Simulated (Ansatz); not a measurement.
## ZnTe under a change: tensor shear ε_yz = −3.68 %

Consider ZnTe in the zinc blende structure (space group F-43m, No. 216; a = 6.113 Å). Axes: x, y, z lie along the cube axes.

It is then changed as follows: tensor shear ε_yz = −3.68 % (engineering shear γ = -0.0736), atoms relaxed at fixed cell.

Level of theory: r2SCAN (Ansatz, a quantum-chemistry and plane-wave program; PAW; 500 eV plane waves; no spin-orbit coupling). k-mesh 9×9×9 (Γ-centred); smearing 0.05 eV (Fermi–Dirac).

The volume per atom drops by 0.04 Å³, from 28.56 Å³ to 28.52 Å³ and the space group changes from F-43m (No. 216) to Imm2 (No. 44). The shortest interatomic distance shrinks by 0.021 Å, from 2.647 Å to 2.626 Å and the energy increases by 16 meV/atom. The pressure (mean of the normal stresses, compression positive) grows by 0.08 GPa, from 0.01 GPa to 0.09 GPa and the band gap decreases by 0.33 eV (1.79 eV → 1.46 eV). The gap character stays direct at Γ and the valence-band top at Γ (three highest levels, from the VBM) becomes 0.00, -0.32, -0.48 eV (base: 0.00, 0.00, 0.00 eV). The valley order (the lowest conduction-band minima on the path, energy above the VBM, named in the base's zone) changes from Γ 1.79 eV; L along ⟨111⟩ 2.20 eV; a point along ⟨100⟩, about 0.9 Å⁻¹ from Γ 2.54 eV to Γ 1.46 eV; L along [111] 1.64 eV; X along [100] 1.87 eV; L along [1-11] 2.24 eV and the largest internal atomic displacement amounts to 0.036 Å. The stress (xx, yy, zz, yz, xz, xy; compression positive) amounts to (-0.03, 0.15, 0.15, 2.50, 0.00, 0.00) GPa.

With Te present, leaving out spin-orbit coupling can change the band edges. The cells carry an imposed strain or load. Stability against distortions was not tested. k-point labels follow each cell's own Brillouin zone.
